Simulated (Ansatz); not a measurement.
Structure types of TiC were relaxed at one common pressure (all-electron LAPW in Ansatz 0.2.0 under PBE, scalar-relativistic, no spin polarisation, zero temperature). They take these volumes:

```tsv
type	space group	V (Å³/atom)
rocksalt	Fm-3m	9.46
CsCl	Pm-3m	9.19
WC	P-6m2	9.94
NiAs	P6_3/mmc	9.96
```

Question: At about which pressure, and is the densest type also the lowest in enthalpy?

Answer: 21 GPa. The densest is CsCl, and it is 1144 meV/atom above rocksalt: its gain in pV doesn't pay for its higher energy here.
